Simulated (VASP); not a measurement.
Write the native input for VASP 6.6.1 that does the following.

```
Task                   : relaxation of cell and atoms
Functional             : SCAN
Potentials or basis    : VASP PAW PBE potentials, release 64 (Ca_sv)
Cutoff                 : 600 eV
k mesh                 : 8 × 8 × 8
Occupations            : fermi-dirac, width 0.05 eV
Spin                   : no spin polarisation
Further INCAR settings : ALGO = Normal; EDIFF = 1e-06; IBRION = 2; EDIFFG = -0.02; NSW = 40; ISIF = 3
```

The structure of Ca lies in POSCAR:

```
Ca
1.0
   -2.2400000000      2.2400000000      2.2400000000
    2.2400000000     -2.2400000000      2.2400000000
    2.2400000000      2.2400000000     -2.2400000000
Ca
1
Direct
    0.0000000000      0.0000000000      0.0000000000
```

This isn't the form of Ca at room conditions, which is fcc.

These files were run (other wordings do the same):

INCAR

```
SYSTEM = Ca
ALGO = Normal
EDIFF = 1E-6
EDIFFG = -0.02
ENCUT = 600
IBRION = 2
ISIF = 3
ISMEAR = -1
LASPH = .TRUE.
LCHARG = .FALSE.
LMIXTAU = .TRUE.
LREAL = .FALSE.
LWAVE = .FALSE.
METAGGA = SCAN
NELM = 60
NSW = 40
PREC = Accurate
SIGMA = 0.05
```

KPOINTS

```
k-points
0
G
  8 8 8
  0 0 0
```

Potentials or basis: VASP PAW PBE potentials, release 64 (Ca_sv).

The run is started by

```sh
$ cat potpaw_PBE.64/Ca_sv/POTCAR > POTCAR
$ mpirun -np 1 vasp_std > vasp.out
```

It gave:

| Quantity | Value |
| --- | --- |
| Relaxed volume | 43.55 Å³/atom |
| Relaxed cell | a = 3.839 Å, b = 3.839 Å, c = 3.839 Å, α = 109.47°, β = 109.47°, γ = 109.47° |
| Space group after relaxing (to 0.05 Å) | Im-3m (No. 229) |
| Energy gained by relaxing | 3.3 meV/atom |
| Ionic steps | 5 |
| Pressure after relaxing | 0.0 GPa |
| Band gap on the k mesh | none (metal or under the smearing width) |

Caveat: the PAW data sets were made with another functional, which shifts forces and pressure a little.

Run time: 2.1 min on 1 thread of Intel(R) Xeon(R) 6975P-C (Granite Rapids), on a shared host, peak memory 0.21 GiB.
